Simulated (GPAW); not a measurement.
**MgZn2O3: changing the functional**

```cif
data_structure
_symmetry_space_group_name_H-M 'P-3m1'
_symmetry_Int_Tables_number 164
_cell_length_a 3.0526
_cell_length_b 3.0526
_cell_length_c 7.4520
_cell_angle_alpha 90.000
_cell_angle_beta 90.000
_cell_angle_gamma 120.000
_cell_volume 60.14
loop_
_atom_site_label
_atom_site_type_symbol
_atom_site_symmetry_multiplicity
_atom_site_Wyckoff_symbol
_atom_site_fract_x
_atom_site_fract_y
_atom_site_fract_z
_atom_site_occupancy
Zn1 Zn 2 d 0.66667 0.33333 0.33158 1
Mg1 Mg 1 a 0.00000 0.00000 0.00000 1
O1 O 1 b 0.00000 0.00000 0.50000 1
O2 O 2 d 0.66667 0.33333 0.83930 1
```

The cell comes from a database or a generator and needn't be the stable form of this composition.

Kept alike: task band structure; k mesh 7 × 7 × 3; occupations fermi-dirac, width 0.05 eV; no spin polarisation. Program: GPAW, potentials by row: the program's PAW data sets (release 1.2.1) made for this functional (LDA); PAW data sets generated for this functional (PBEsol); GPAW PAW data sets (gpaw-data 1.2.1) (r2SCAN on files made for PBE), cutoff 800 eV. The mesh is that of the run's cell of 6 atoms. No spin-orbit coupling.

```csv
functional,band gap (eV),pressure (GPa)
LDA,1.669,-14.07
PBEsol,1.641,-7.30
r2SCAN,2.360,-7.33
```

Pressure is positive in compression; the values hold the error of the finite cutoff, so their zero can differ a little from the energy's minimum. Gaps are the smaller of the mesh's and the band path's.

The band gap runs from 1.641 (PBEsol) to 2.360 eV (r2SCAN). The pressure runs from -14.07 (LDA) to -7.30 GPa (PBEsol).
